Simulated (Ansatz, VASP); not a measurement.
## Ta2N in VASP and in Ansatz

```
Ta N
1.0
     3.13348    0.00000    0.00000
    -1.56674    2.71367    0.00000
     0.00000    0.00000    4.90209
Ta N
2 1
Direct
  0.33333 0.66667 0.25471
  0.66667 0.33333 0.74529
  0.00000 0.00000 0.00000
```

The cell comes from a database or a generator and needn't be the stable form of this composition.

Alike in both runs: task single point; functional r2SCAN; k mesh 10 × 10 × 6; occupations fermi-dirac, width 0.05 eV; no spin polarisation.

```csv
,VASP,Ansatz
version,VASP 6.6.1,Ansatz 0.2.0
potentials or method,"VASP PAW PBE potentials, release 64 (Ta_pv, N)",Ansatz PAW
plane-wave cutoff (eV),520,500
valence electrons in the cell,27,31
```

VASP gave:

- gap on the k mesh at the Fermi level (eV): none
- pressure (GPa): -9.6
- largest component of the traceless stress (GPa): 1.61
- rms of the force components (eV/Å): 0.032

Task: Estimate Ansatz's values.

Result: gap on the k mesh at the Fermi level (eV): none; pressure (GPa): -10.5; largest component of the traceless stress (GPa): 1.77; rms of the force components (eV/Å): 0.003.

Atom by atom the forces differ by 0.034 eV/Å (rms over components). A gap of «none» marks a metal or a gap that the smearing closes. With one functional, cell and mesh, what is left measures potentials, basis and numerics. The two sets of potentials don't hold the same shells in valence.

Caveats: the PAW data sets were made with another functional, which shifts forces and pressure a little (VASP); the PAW data sets come from PBE, with cores solved anew for the run's functional, which leaves a small shift of forces and pressure (Ansatz). Spin-orbit coupling is left out, which matters for the levels of Ta.
